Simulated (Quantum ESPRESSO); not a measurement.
**La in Quantum ESPRESSO: convergence with density cutoff**

Crystal: La.

```
La
1.0
     3.75000    0.00000    0.00000
    -1.87500    3.24760    0.00000
     0.00000    0.00000    6.07000
La
2
Direct
  0.64818 0.28828 0.74687
  0.29208 0.66190 0.24823
```

This isn't the form of La at room conditions, which is double hcp.

The cell isn't the ideal one: atoms moved at random, drawn with an rms of 0.15 Å.

```yaml
Program: Quantum ESPRESSO 7.5
Task: single point
Functional: PBEsol
Potentials_or_basis: GBRV 1.5 PBEsol
Cutoff: 612 eV
Density_cutoff: 2449 eV
k_mesh: 8 × 8 × 5
Occupations: fermi-dirac, width 0.05 eV
Spin: no spin polarisation
```

These are the settings of the first run; the series varies density cutoff, with any setting tied to it.

Hardware: 1 thread of Arm Neoverse V2, with other jobs on the host.

```
density cutoff  energy less the tightest run, at zero smearing (meV/atom)  SCF cycles  CPU time (s)  peak memory (GiB)
        180 Ry                                                       0.05          12           150               0.33
        225 Ry                                                       0.04          12           160               0.41
        270 Ry                                                       0.02          12           160               0.49
        315 Ry                                                       0.02          12           170               0.59
        360 Ry                                                       0.01          12           170               0.69
        450 Ry                                                       0.00          12           180               0.89
        540 Ry                                                       0.00          12           180                1.1
        720 Ry                                                       0.00          12           210                1.6
```

Against the tightest run, the energy stays within 1 meV/atom from 180 Ry on. The tightest run that finished is the yardstick and may itself not be fully converged.

Spin-orbit coupling is left out, which matters for the levels of La.
